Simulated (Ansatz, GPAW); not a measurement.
## Bi: 3 runs at one level of theory

```
Bi
1.0
    -1.98143    1.98143    1.98143
     1.98143   -1.98143    1.98143
     1.98143    1.98143   -1.98143
Bi
1
Cartesian
  0.0000 0.0000 0.0000
```

This isn't the form of Bi at room conditions, which is rhombohedral.

Alike in all runs: task band structure; functional BLYP; k mesh 9 × 9 × 9; occupations fermi-dirac, width 0.05 eV; no spin polarisation; no spin-orbit coupling. Pressure is positive in compression and, in plane waves, holds the error of the finite cutoff, which Ansatz's Pulay term estimates and takes out.

```tsv
program and potentials	plane-wave cutoff (eV)	notes	pressure (GPa)
Ansatz, Ansatz PAW	420	potentials made for PBE, which Ansatz adapts in part; Pulay term of +0.04 GPa included	4.99
Ansatz, all-electron LAPW, scalar-relativistic	-	-	5.00
GPAW, PAW data sets generated for this functional	600	-	4.85
```

The pressure spans 4.85 (GPAW, PAW data sets generated for this functional) to 5.00 GPa (Ansatz, all-electron LAPW, scalar-relativistic), with all-electron results at 5.00. Some sets were made for another functional than the one run, which can shift their rows.

Differences between rows come from potentials, basis sets and numerical settings, since the functional is the same but for its coding. Runs on potential files found faulty are left out.

All three calculations put this bcc cell under compression, so with BLYP the lattice would expand if its volume were free to relax. That fits the functional's known tendency to underbind heavy metals, whose delocalised valence electrons are poorly served by a correlation term that misses the uniform-gas limit. The sign alone can't separate this from a cell that was simply chosen small.

The Ansatz PAW value of 4.99 GPa almost coincides with the all-electron 5.00 GPa, while GPAW gives 4.85 GPa, a gap that may reflect residual basis-set stress or the construction of its data set. The compressive sign is therefore robust to the change of code.

Bismuth's half-filled p shell favours a Peierls-like distortion into short and long bonds at low pressure. Compression broadens the bands and weakens that gain, which helps denser, more symmetric metallic structures such as bcc to compete. A pressure at one fixed volume doesn't establish where bcc becomes the preferred phase, which would require enthalpies of the competing structures.
